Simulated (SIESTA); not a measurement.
# CdTe (F-43m) in SIESTA: further runs, part 2 of 2

SIESTA 5.4.2. Earlier steps stand in the parts before.

**4. Band structure, PBE**

The input, run.py:

```python
from ase import Atoms
from ase.calculators.siesta import Siesta
from ase.units import Ry, GPa

atoms = Atoms(
    ['Te', 'Cd'],
    cell=[
        [0.0, 3.205, 3.205],
        [3.205, 0.0, 3.205],
        [3.205, 3.205, 0.0],
    ],
    scaled_positions=[
        [0.75, 0.75, 0.75],
        [0.0, 0.0, 0.0],
    ],
    pbc=True,
)

fdf = {
    'SCFMustConverge': False,
    'OccupationFunction': 'FD',
    'ElectronicTemperature': '0.05 eV',
    'MaxSCFIterations': '120',
    'SCF.Mixer.Method': 'Pulay',
    'SCF.Mixer.Weight': '0.25',
    'SCF.Mixer.History': '8',
    'SCF.DM.Tolerance': '5.0e-05',
    'SCF.H.Tolerance': '1.0e-03 eV',
    'WriteForces': 'true',
    'Charge.Mulliken': 'end',
    'BandLinesScale': 'ReciprocalLatticeVectors',
    'BandLines': ['  1    0.000000   0.000000   0.000000  \\Gamma', ' 12    0.500000   0.000000   0.500000  X', '  6    0.500000   0.250000   0.750000  W', '  4    0.375000   0.375000   0.750000  K', ' 13    0.000000   0.000000   0.000000  \\Gamma', ' 11    0.500000   0.500000   0.500000  L', '  8    0.625000   0.250000   0.625000  U', '  4    0.500000   0.250000   0.750000  W', '  9    0.500000   0.500000   0.500000  L', '  8    0.375000   0.375000   0.750000  K', '  1    0.625000   0.250000   0.625000  U', '  4    0.500000   0.000000   0.500000  X'],
}
calc = Siesta(
    label="CdTe",
    command="siesta < PREFIX.fdf > PREFIX.out",
    pseudo_path="pseudos",
    pseudo_qualifier="",
    xc=('GGA', 'PBE'),
    basis_set="DZP",
    mesh_cutoff=800 * Ry,
    energy_shift=0.01 * Ry,
    kpts=[7, 7, 7],
    spin="non-polarized",
    fdf_arguments=fdf,
)
atoms.calc = calc

print(f"energy = {atoms.get_potential_energy():.6f} eV")
free = atoms.get_potential_energy(force_consistent=True)
print(f"free energy = {free:.6f} eV")
print("forces (eV/A):")
print(atoms.get_forces(apply_constraint=False).round(6))
print("stress (GPa, Voigt order, tension positive):", (atoms.get_stress() / GPa).round(4))
```

Potentials or basis: PseudoDojo 0.4 standard (PBE files), DZP (energy shift 0.01 Ry).

The run is started by

```bash
$ python run.py
```

Wall time 17 s (1 thread of Arm Neoverse V1, shared host); peak memory 0.22 GiB.

The run converged. Its results:

```
Free energy             : -7622.4874 eV
Pressure                : 2.7 GPa
Band gap on the k mesh  : 1.07 eV, direct
Band gap along the path : 1.07 eV, direct
```

Levels at the corners of the path, in eV from the valence-band top:
```csv
point,band 15,band 16,band 17,band 18,band 19,band 20,band 21,band 22
Γ,-8.09,0.00,0.00,0.00,1.07,4.86,4.86,4.86
X,-7.56,-4.44,-1.97,-1.97,2.76,2.82,9.74,9.87
W,-7.45,-4.34,-2.44,-2.34,4.64,5.18,6.08,6.64
K,-7.50,-4.36,-2.71,-1.62,3.13,4.89,7.95,7.96
Γ,-8.09,0.00,0.00,0.00,1.07,4.86,4.86,4.86
L,-7.68,-4.63,-0.79,-0.79,2.04,5.46,5.46,8.65
U,-7.50,-4.36,-2.71,-1.62,3.13,4.89,7.95,7.96
W,-7.45,-4.34,-2.44,-2.34,4.64,5.18,6.08,6.64
L,-7.68,-4.63,-0.79,-0.79,2.04,5.46,5.46,8.65
K,-7.50,-4.36,-2.71,-1.62,3.13,4.89,7.95,7.96
U,-7.50,-4.36,-2.71,-1.62,3.13,4.89,7.95,7.96
X,-7.56,-4.44,-1.97,-1.97,2.76,2.82,9.74,9.87
```

Caveat: semicore shells carry a single zeta, which can move pressures by several GPa and volumes by a few percent; spin-orbit coupling is left out, which moves the levels of the heavy elements; the basis of atomic orbitals isn't converged, which shifts pressures, moduli and gaps.

**5. Band structure, PBEsol**

The input, CdTe.fdf:

```
SystemName                      CdTe
SystemLabel                     CdTe
NumberOfSpecies                 2
NumberOfAtoms                   2
%block ChemicalSpeciesLabel
  1  52 Te
  2  48 Cd
%endblock ChemicalSpeciesLabel

LatticeConstant                 1.0 Ang
%block LatticeVectors
     0.0000000000     3.2050000000     3.2050000000
     3.2050000000     0.0000000000     3.2050000000
     3.2050000000     3.2050000000     0.0000000000
%endblock LatticeVectors
AtomicCoordinatesFormat         Fractional
%block AtomicCoordinatesAndAtomicSpecies
     0.7500000000     0.7500000000     0.7500000000  1  Te
     0.0000000000     0.0000000000     0.0000000000  2  Cd
%endblock AtomicCoordinatesAndAtomicSpecies

%block kgrid.MonkhorstPack
    7   0   0  0.0
    0   7   0  0.0
    0   0   7  0.0
%endblock kgrid.MonkhorstPack
XC.Functional                   GGA
XC.Authors                      PBEsol
PAO.BasisSize                   DZP
PAO.EnergyShift                 0.002 Ry
Mesh.Cutoff                     800 Ry
OccupationFunction              FD
ElectronicTemperature           0.05 eV
MaxSCFIterations                120
SCF.MustConverge                false
SCF.Mixer.Method                Pulay
SCF.Mixer.Weight                0.25
SCF.Mixer.History               8
SCF.DM.Tolerance                5.0e-05
SCF.H.Tolerance                 1.0e-03 eV
WriteForces                     true
Charge.Mulliken                 end
BandLinesScale                  ReciprocalLatticeVectors
%block BandLines
    1    0.000000   0.000000   0.000000  \Gamma
   12    0.500000   0.000000   0.500000  X
    6    0.500000   0.250000   0.750000  W
    4    0.375000   0.375000   0.750000  K
   13    0.000000   0.000000   0.000000  \Gamma
   11    0.500000   0.500000   0.500000  L
    8    0.625000   0.250000   0.625000  U
    4    0.500000   0.250000   0.750000  W
    9    0.500000   0.500000   0.500000  L
    8    0.375000   0.375000   0.750000  K
    1    0.625000   0.250000   0.625000  U
    4    0.500000   0.000000   0.500000  X
%endblock BandLines
```

Potentials or basis: PseudoDojo 0.4 standard (PBEsol files), DZP (energy shift 0.002 Ry).

The run is started by

```bash
$ siesta CdTe.fdf > CdTe.out 2>&1
```

It took 25 s on 1 thread of Arm Neoverse V1, shared host; peak memory 0.26 GiB.

Results (log left out):

```
Free energy             : -7616.0877 eV
Pressure                : 2.1 GPa
Band gap on the k mesh  : 1.09 eV, direct
Band gap along the path : 1.09 eV, direct
```

Levels at the corners of the path, in eV from the valence-band top:
```
point  band 16  band 17  band 18  band 19  band 20  band 21
    Γ     0.00     0.00     0.00     1.09     4.87     4.87
    X    -4.51    -1.98    -1.98     2.60     2.74     9.27
    W    -4.39    -2.47    -2.33     4.47     4.68     6.00
    K    -4.41    -2.70    -1.64     2.98     4.64     7.63
    Γ     0.00     0.00     0.00     1.09     4.87     4.87
    L    -4.66    -0.82    -0.82     1.96     5.40     5.40
    U    -4.41    -2.70    -1.64     2.98     4.64     7.63
    W    -4.39    -2.47    -2.33     4.47     4.68     6.00
    L    -4.66    -0.82    -0.82     1.96     5.40     5.40
    K    -4.41    -2.70    -1.64     2.98     4.64     7.63
    U    -4.41    -2.70    -1.64     2.98     4.64     7.63
    X    -4.51    -1.98    -1.98     2.60     2.74     9.27
```

Caveat: semicore shells carry a single zeta, which can move pressures by several GPa and volumes by a few percent; spin-orbit coupling is left out, which moves the levels of the heavy elements; the basis of atomic orbitals isn't converged, which shifts pressures, moduli and gaps.

**6. The runs side by side**

```csv
level,potentials or basis,spin,k mesh,energy shift,gap on the mesh (eV),pressure (GPa)
PBE,"PseudoDojo 0.4 standard (PBE files, fully relativistic), TZP (energy shift 0.002 Ry)","non-collinear, zero start, SOC",5 × 5 × 5,0.002 Ry,0.75,4.5
PBE,"PseudoDojo 0.4 standard (PBE files), DZP (energy shift 0.01 Ry)",off,7 × 7 × 7,0.01 Ry,1.07,2.7
PBEsol,"PseudoDojo 0.4 standard (PBEsol files), DZP (energy shift 0.002 Ry)",off,7 × 7 × 7,0.002 Ry,1.09,2.1
```

Alike in all rows: task band structure; cell as given; smearing fermi-dirac 0.05 eV; grid cutoff 800 Ry.

Caveats: semicore shells carry a single zeta, which can move pressures by several GPa and volumes by a few percent; the basis of atomic orbitals isn't converged, which shifts pressures, moduli and gaps; spin-orbit coupling is left out, which moves the levels of the heavy elements (some runs).

Absolute energies hang on the potentials; compare differences alone.

**7. Comparison with measurements**

Step 3. Measured gap of CdTe: 1.607 eV (0 K; a printed reference work, data compilation). This calculation gives 0.75 eV (-0.86 eV). The value is that of PBE in an atomic basis (PseudoDojo 0.4 standard (PBE files, fully relativistic), TZP (energy shift 0.002 Ry)), whose error adds to the functional's,, without temperature or zero-point motion. Semilocal functionals fall short of measured gaps as a rule.

Step 4. A measured gap of CdTe is 1.607 eV (0 K; a printed reference work, data compilation); the calculated 1.07 eV misses it by -0.54 eV. Spin-orbit coupling on Cd, Te is left out. The value is that of PBE in an atomic basis (PseudoDojo 0.4 standard (PBE files), DZP (energy shift 0.01 Ry)), whose error adds to the functional's,, without temperature or zero-point motion. Semilocal functionals fall short of measured gaps as a rule.

Step 5. A measured gap of CdTe is 1.607 eV (0 K; a printed reference work, data compilation); the calculated 1.09 eV misses it by -0.51 eV. Spin-orbit coupling on Cd, Te is left out. The value is that of PBEsol in an atomic basis (PseudoDojo 0.4 standard (PBEsol files), DZP (energy shift 0.002 Ry)), whose error adds to the functional's,, without temperature or zero-point motion. Semilocal functionals fall short of measured gaps as a rule.
